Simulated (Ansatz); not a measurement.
# Σ5 (210) boundary in fcc Ir with O (interstitial): structure and resistance, part 2 of 2

Wanted: what the Σ5 (210) boundary in fcc Ir with O (interstitial) costs an interconnect.

Ansatz 0.2.0; Ansatz plane-wave DFT, PBE, PAW files; relaxation of a bicrystal slab with its lowest layers held; PAW set soft_1 (the session's first sound run).

So far. Step 2 (Relaxing the bicrystal): The largest force component on a free atom ends at 0.020 eV/Å, under the tolerance of 0.03, after 11 steps.

## Step 3: Transmission across the boundary

Bulk layers of each grain are laid under and over the relaxed boundary, and a lead is named in the middle of each, away from the free faces. The mesh across the current, 18×18, is finer than the density's, because channels open and close sharply across the zone. Energies from -0.1 to 0.1 eV in steps of 0.05 eV are too few for the program's thermal sum, so it prints no conductance; for a metal the transmission near the Fermi level serves, at a fraction of the cost.

This step: Ansatz plane-wave DFT, PBE, PAW files; ballistic transport by layer matching (Landauer), zero bias; boundary relaxed in a short slab, bulk layers laid on; PAW set soft_1 (Ansatz 0.2.0).

System of this step: Σ5 (210) boundary in fcc Ir with O (interstitial). The cell holds 49 atoms: 48 Ir and 1 O. Its edges and angles: a = 4.702 Å, b = 3.839 Å, c = 49.532 Å, α = 90.0°, β = 90.0°, γ = 65.9°. It derives from Ir. Regions: lower grain, 20 atoms (20 Ir); boundary, 13 atoms (12 Ir and 1 O); upper grain, 16 atoms (16 Ir). Vacuum lies along c.

Contents of input.yaml:

```yaml
crystal:
  lattice:
    - [4.7022854592, 0.0, 0.0]
    - [1.5674284864, 3.5048766455, 0.0]
    - [0.0, 0.0, 49.5322745282]
  atoms:
    - { symbol: Ir, position: [-15.5999999999, 7.7999999997, 0.0807554274] }
    - { symbol: Ir, position: [-14.9999999999, 7.4999999997, 0.0980878828] }
    - { symbol: Ir, position: [-14.3999999999, 7.1999999997, 0.1154203382] }
    - { symbol: Ir, position: [-13.7999999999, 6.8999999998, 0.1327527936] }
    - { symbol: Ir, position: [-13.1999999999, 6.5999999998, 0.150085249] }
    - { symbol: Ir, position: [-12.5999999999, 6.2999999998, 0.1674177044] }
    - { symbol: Ir, position: [-11.9999999999, 5.9999999998, 0.1847501598] }
    - { symbol: Ir, position: [-11.3999999999, 5.6999999998, 0.2020826152] }
    - { symbol: Ir, position: [-10.7999999999, 5.3999999998, 0.2194150706] }
    - { symbol: Ir, position: [-10.1999999999, 5.0999999998, 0.236747526] }
    - { symbol: Ir, position: [-9.6, 4.7999999999, 0.2540799814] }
    - { symbol: Ir, position: [-9.0, 4.4999999999, 0.2714124368] }
    - { symbol: Ir, position: [-8.4, 4.1999999999, 0.2887448923] }
    - { symbol: Ir, position: [-7.8, 3.8999999999, 0.3060773477] }
    - { symbol: Ir, position: [-7.2, 3.5999999999, 0.3234098031] }
    - { symbol: Ir, position: [-6.6, 3.2999999999, 0.3407422585] }
    - { symbol: Ir, position: [-6.0, 2.9999999999, 0.3580747139] }
    - { symbol: Ir, position: [-5.4, 2.7, 0.3754071693] }
    - { symbol: Ir, position: [-4.8, 2.4, 0.3927396247] }
    - { symbol: Ir, position: [-4.2, 2.1, 0.4100720801] }
    - { symbol: Ir, position: [0.4, 0.8, 0.4274045355] }
    - { symbol: Ir, position: [5.83601e-05, 0.49997082, 0.4447819329] }
    - { symbol: Ir, position: [0.6063414515, 0.1968292742, 0.4617841339] }
    - { symbol: Ir, position: [0.2016797672, 0.8991601164, 0.4799853339] }
    - { symbol: Ir, position: [0.8080212369, 0.5959893816, 0.4966836816] }
    - { symbol: Ir, position: [0.4089116002, 0.2955441999, 0.5131472104] }
    - { symbol: Ir, position: [-0.0880587865, 0.0440293932, 0.5392568488] }
    - { symbol: O, position: [0.3733205243, 0.8133397378, 0.5389020675] }
    - { symbol: Ir, position: [0.6671024318, 0.6664487841, 0.5713758057] }
    - { symbol: Ir, position: [0.0554652862, 0.9722673569, 0.5898909203] }
    - { symbol: Ir, position: [0.4577435095, 0.2711282452, 0.6060024233] }
    - { symbol: Ir, position: [-0.1402456948, 0.5701228474, 0.6234363005] }
    - { symbol: Ir, position: [0.2619004926, 0.8690497537, 0.6419252861] }
    - { symbol: Ir, position: [-4.3380995074, 2.1690497537, 0.6592577415] }
    - { symbol: Ir, position: [-4.9380995074, 2.4690497537, 0.6765901969] }
    - { symbol: Ir, position: [-5.5380995074, 2.7690497537, 0.6939226523] }
    - { symbol: Ir, position: [-6.1380995074, 3.0690497536, 0.7112551077] }
    - { symbol: Ir, position: [-6.7380995074, 3.3690497536, 0.7285875632] }
    - { symbol: Ir, position: [-7.3380995074, 3.6690497536, 0.7459200186] }
    - { symbol: Ir, position: [-7.9380995074, 3.9690497536, 0.763252474] }
    - { symbol: Ir, position: [-8.5380995074, 4.2690497536, 0.7805849294] }
    - { symbol: Ir, position: [-9.1380995074, 4.5690497536, 0.7979173848] }
    - { symbol: Ir, position: [-9.7380995074, 4.8690497536, 0.8152498402] }
    - { symbol: Ir, position: [-10.3380995074, 5.1690497535, 0.8325822956] }
    - { symbol: Ir, position: [-10.9380995073, 5.4690497535, 0.849914751] }
    - { symbol: Ir, position: [-11.5380995073, 5.7690497535, 0.8672472064] }
    - { symbol: Ir, position: [-12.1380995073, 6.0690497535, 0.8845796618] }
    - { symbol: Ir, position: [-12.7380995073, 6.3690497535, 0.9019121172] }
    - { symbol: Ir, position: [-13.3380995073, 6.6690497535, 0.9192445726] }
kpoints:
  mp_grid: { grid: [7, 7, 1] }
hamiltonian:
  xc: pbe
  pseudopotentials: { kind: paw, azcp: { folder: soft_1 } }
scf:
  occupations: { method: fermi_dirac, width: 0.1 }
output:
  transmission:
    leads: [[11, 12], [39, 40]]
    kmesh: [18, 18]
    e_range: [-0.1, 0.1]
    de: 0.05
  write_potential: true
  write_density: true
  volumetric_format: npy
  elf: true
```

Run with:

```sh
$ ansatz run input.yaml --threads 4 --pin off --max-ram 15360MiB --backend cpu --events-out ev --progress --plain --runs-dir out
```

Numbers of over 12 decimals in the logs are rounded to 6 here.

The log of the run:

```text
[...]
Crystal: 49 atoms, lattice volume = 816.338 Å³
Basis set: ecut = 420 eV, 15929 PW (Γ)
Bands: 494, of which v1, the nominal top of the filled ones, is band 411 counted from 1 (410 counted from 0)
Symmetry: 2 space group operations
[...]
k-points: 16 of 49 (time reversal used)
[...]
SCF iter  12: F=-573524.505877 eV  HF=-573524.505877 eV  |F-HF|=6.17e-9  |Δ(HF+E_count)|=   2.46e-8  Δρ=7.18e-7  dr2=8.43e-9  ethr=1.22e-11  ⟨swp⟩=12.9  Hψ=24349  notcnv=0
SCF 1 converged in 12 iterations: F = -573524.505877 eV  dr2 = 8.43e-9
[...]
transmission: 566 of 5642 steps passed
transmission: 1132 of 5642 steps passed
[...]
transmission: 5642 of 5642 steps passed
WARN: The output density's exchange-correlation potential varies sharply where the density is thin. Do not read a vacuum level from v_tot or v_xc, or from such a field of the output density. On a cell that repeats whose density bears no net charge and no dipole along the vacuum's axis use v_es (v_loc + v_h of the components); under efield.dipole_correction with no amplitude use v_es + v_field, which holds any externa [...]
SCF converged after 12 iterations
Free energy (F): -573524.505877 eV
[...]
Internal energy: -573522.845213 eV  (E = F + TS)
E sigma→0 (E₀):  -573523.675545 eV
Entropy (-TS):   -1.660664 eV (-33.891 meV/atom)
Fermi energy:    20.686887 eV
[...]
--- Band table (eV; the first three rows and the last of 16) ---
  k-point 0: bands = [... 407 lower, 20.5904, 20.6919, 20.7509, 20.7652, 20.7814, 20.8025, 20.8657, 20.8824, ... 79 higher]
  k-point 1: bands = [... 407 lower, 20.5635, 20.6467, 20.6730, 20.7019, 20.8006, 20.8354, 20.8739, 20.9018, ... 79 higher]
  k-point 2: bands = [... 407 lower, 20.4431, 20.5076, 20.5581, 20.5867, 20.7369, 20.7975, 20.8170, 20.8325, ... 79 higher]
  k-point 15: bands = [... 407 lower, 20.8544, 20.8909, 20.9166, 20.9697, 20.9865, 21.0017, 21.0139, 21.0174, ... 79 higher]
--- Transmission ---
  basis      : 141 plane waves across, 62 finite elements along
  points     : 91, standing for a mesh of 18 x 18
  energies   : 5 from -0.100000 to 0.100000 eV about the Fermi level, 0.050000 eV apart; the leads are filled to 0.000000 eV, and channels, transmission and decay are at 0.000000 eV
  crystal 0  : Ir3, at the sites [11, 12], period 2.5755 Å, over 18.89 Å; its Hamiltonian steps by up to 10.1 meV
    offset         : up to 0.0000 Å between an atom of the period and one for which it stands
    channels       : 4.364198e0 a spin
    conductance    : none, the energies end too early or step too widely for 300 K: set another output.transmission.e_range or a lower de, or, where they end at an eighth of basis.ecutwfc, a higher one
[...]
channels       : 4.413580e0 a spin
[...]
junction   : crystal 0 to crystal 1, 13.60 to 36.25 Å
    transmission   : 1.372146e0 a spin
[...]
```

Wall time 19 min (4 threads of Arm Neoverse V1, shared host); peak memory 11 GiB; 69 min of CPU time.

This run has no spin polarisation, although Ir can carry a moment.

Numbers from this step:

```yaml
free_energy: -573524.5059 eV
energy_at_zero_smearing: -573523.6755 eV
fermi_energy: 20.69 eV
cell_area: 16.48 Å²
transmission_per_spin_nearest_the_fermi_level: 1.372
open_channels_per_spin_nearest_the_fermi_level: 4.364
open_channels_per_spin_upper_lead: 4.414
step_of_the_lead_s_potential: 10.1 meV
step_of_the_upper_lead_s_potential: 22.3 meV
```

Per spin. The transmission, zone mean by energy, zero at the Fermi level:

```csv
energy (eV),"transmission, zone mean"
-0.1000,1.34
-0.0500,1.34
0.0000,1.37
0.0500,1.42
0.1000,1.43
```

Per spin. Table of open channels, zone mean by energy, zero at the Fermi level:

```csv
energy (eV),lead,upper lead
-0.1000,4.28,4.29
-0.0500,4.31,4.30
0.0000,4.36,4.41
0.0500,4.5,4.5
0.1000,4.51,4.51
```

Transmission over k1 and k2. At 0.0000 eV from the Fermi level.

Values, 12 rows by 16 columns, each cell a mean:
```
0.79 0.72 0.76 1.07 1.07 0.74 0.73 0.76 0.92 0.91 1.08 1.05 1.08 1.08 0.86 0.94
1.24 1.37 1.42 1.45 1.39 1.26 1.14 1.03 1.04 0.96 1.02 0.98 0.96 1.06 1.02 1.07
1.75 1.69 1.56 1.65 1.87 1.53 0.96 0.78 0.97 0.91 0.54 0.79 0.92 0.91 0.94 1.41
1.71 1.84 1.79 1.55 1.76 1.51 1.51 1.28 0.99 0.79 0.80 1.18 1.37 1.27 1.69 1.68
2.93 3.11 2.44 1.79 1.70 1.65 1.81 1.69 1.08 1.06 1.35 1.70 1.74 1.65 1.72 2.19
3.50 3.26 2.28 1.68 1.89 1.78 2.01 1.95 1.71 1.88 2.01 1.81 1.89 1.64 2.09 3.17
3.11 2.43 1.73 1.74 1.73 1.77 1.62 1.35 1.40 1.83 1.82 1.69 1.75 1.78 2.64 3.28
2.03 1.71 1.71 1.49 1.65 1.32 0.81 0.68 1.01 1.56 1.63 1.57 1.72 1.76 2.22 2.47
1.62 1.57 1.17 0.96 0.91 0.94 0.66 1.05 0.96 0.82 1.17 1.63 1.76 1.42 1.43 1.41
1.45 1.11 0.94 0.96 0.93 0.85 0.78 0.89 1.05 0.95 1.07 1.44 1.67 1.70 1.61 1.68
0.96 0.95 0.92 1.11 1.05 1.01 1.09 0.98 0.91 0.89 0.91 0.91 1.13 1.06 0.94 0.88
0.50 0.63 0.85 1.12 1.21 1.10 0.90 0.57 0.57 0.54 0.75 0.94 1.24 1.04 0.75 0.49
```
Columns: k1 (b1) from -0.5 to 0.444; rows upwards: k2 (b2) from -0.5 to 0.444.

Open channels over k1 and k2. At 0.0000 eV from the Fermi level.

Ten even steps from '_' (2.00) to '@' (8.00):
```
--......**......--++++++++--++++++++
++----....----++--++++++----++++++--
++++--++--++++++------------------++
**--------****........____........**
----++----++--..______________..--++
++%%%%++++++..----........----..++++
**%%**++++--------......--------++++
@@@@%%++++++--++++++++++++--++++++%%
@@@@%%++**++++++++**++++++++**++%%@@
@@%%++++++--++++++++++++--++++++%%@@
**++++--------......--------++++**%%
++++++..----........----..++++++%%%%
--++--..______________..--++----++--
****........____........****--------
++++------------------++++++--++--++
++--++++++----++++++--++----....----
--++++++++--++++++++--......**......
__..++++++++++++..__..++++++++++++..
```
Columns: k1 (b1) from -0.5 to 0.444; rows upwards: k2 (b2) from -0.5 to 0.444.

Valence density in the ca plane at fractional y = 0.813, with atoms of Ir and O within 0.2 Å of it. It is the smooth field of the valence electrons, not physical close to the nuclei.

Ten even steps from '0' (0.2 e/Å³) to '9' (9.1 e/Å³), each cell a mean:
```
10000000000000000000000111000000000000000000
00000000000000000010000000000000000100000000
00000000000000000121000000001100000110000000
13210000000000000121000000024310000000000000
37630000000000000000000000036410000000000000
36630002442000000000000010013210000000000002
12210014995100000000001452000000000001210003
00000015995100133200001573000000000026851001
00000002442000378510000231000000000038962000
00000000000000378510000000000123200025641000
20000000000000133200000000000145300001110000
20000000000000000000000111000123200000000000
```
Columns run along c (16.0 Å, from fractional 0.36 to 0.69 of the cell), rows up along a (4.7 Å). Atoms in or near the plane, at fractional coordinates: Ir at (0.43, 0.40), O at (0.54, 0.37), Ir at (0.64, 0.26).

Electrostatic potential energy in the ca plane at fractional y = 0.813, with atoms of Ir and O within 0.2 Å of it. With pseudopotentials it is smooth inside the atoms' cores, unlike the true potential.

Values in eV, 7 rows by 16 columns, each cell a mean:
```
 13  19  11  17  16  20  13  18   6  12  18  12  14  14  20  18
  8  15  16  19  18  18  -7  10  20  15  -4  17   7   6  19  19
-33  -4  17   9  20  20   6  16  22   7 -35  12  17  16  21  16
-27   0  -6 -36  14  17  17  22   3   6  -5  18  22   7  10   3
 13  19  -9 -40  11 -18  -9  22 -11   4  19  17  20 -29 -23   9
 11  22  15   3  18 -31 -20  21  14  18  10 -18  15 -24 -17  20
 -1  20  18  20  19   3   8  21   4  11   7 -24  16  13  15  20
```
Columns run along c (16.0 Å, from fractional 0.36 to 0.69 of the cell; values clipped at the 3rd and 97th percentile), rows up along a (4.7 Å). Atoms in or near the plane, at fractional coordinates: Ir at (0.43, 0.40), O at (0.54, 0.37), Ir at (0.64, 0.26).

ELF in the ca plane at fractional y = 0.813, with atoms of Ir and O within 0.2 Å of it. It is the smooth field of the valence electrons, not physical close to the nuclei.

Ten even steps from '0' (0.11) to '9' (0.77), each cell a mean:
```
32232222232222323332222454233233332222333322
33232232332233222343232333333332223432322332
33223222222233233554222223334432223442322233
35542222223322223443210001356642323322221222
57753222322221122222200011267642222222221123
66753324665321123322104886246532111232222225
45642336667422233221019989513432101234542235
33222247666333466531029859712332111257774334
33211125665233576642006999401223322366565222
32211122332223566642101343102456523246664222
53222223322222356422111222122576522224432211
53233322222222223332212464232356533232223222
```
Columns run along c (16.0 Å, from fractional 0.36 to 0.69 of the cell), rows up along a (4.7 Å). Atoms in or near the plane, at fractional coordinates: Ir at (0.43, 0.40), O at (0.54, 0.37), Ir at (0.64, 0.26).

Over the solved energies the transmission per spin lies between 1.34 and 1.43, out of 4.39 channels of the lead on average (up to 4.51).

## Step 4: Specific resistance

This step: Ansatz plane-wave DFT, PBE, PAW files; ballistic transport by layer matching (Landauer), zero bias; specific resistance of the boundary; PAW set soft_1 (Ansatz 0.2.0).

Numbers from this step:

* area resistance: 1.057 fΩ m²
* T over the leads' mean channel count: 0.3140

Averaged over the energies near the Fermi level, 31.4 % of the channels pass, which makes 1.06 fΩ m².

By hand, with T and the leads' channels N averaged over the energies near the Fermi level: RA = A (h/2e²)(1/T − ½[1/N₁ + 1/N₂]) = 16.48×10⁻²⁰ m² × 12 906 Ω × (1/1.381 − ½[1/4.393 + 1/4.402]) = 1.06 fΩ m².

## Step 5: What came out

| Quantity | Value |
| --- | --- |
| specific resistance of the boundary | 1.06 fΩ m² |
| share of channels that pass | 0.314 |

In words: The boundary has a specific resistance of 1.1 fΩ m². The boundary reflects 69 % of the channels; 1.1 fΩ m² is 11×10⁻¹² Ω·cm². One O in 16.5 Å² of boundary is a high coverage. In the relaxation the upper grain slid sideways by about 0.6 Å, so the result belongs to the position that it found, not to the starting one. One starting structure was relaxed; another shift or atom count at the boundary may lie lower. Spin-orbit coupling is left out, which matters for Ir.

[Logs are printed without paths, hosts, clocks, repeated set-up lines and the standing remarks that a program may print on its own settings, such as how far it seeks lower states.]

[Hosts, paths, dates, database ids (printed as entryN), source tags and the programs' standing remarks are cut or masked in the printed files.]
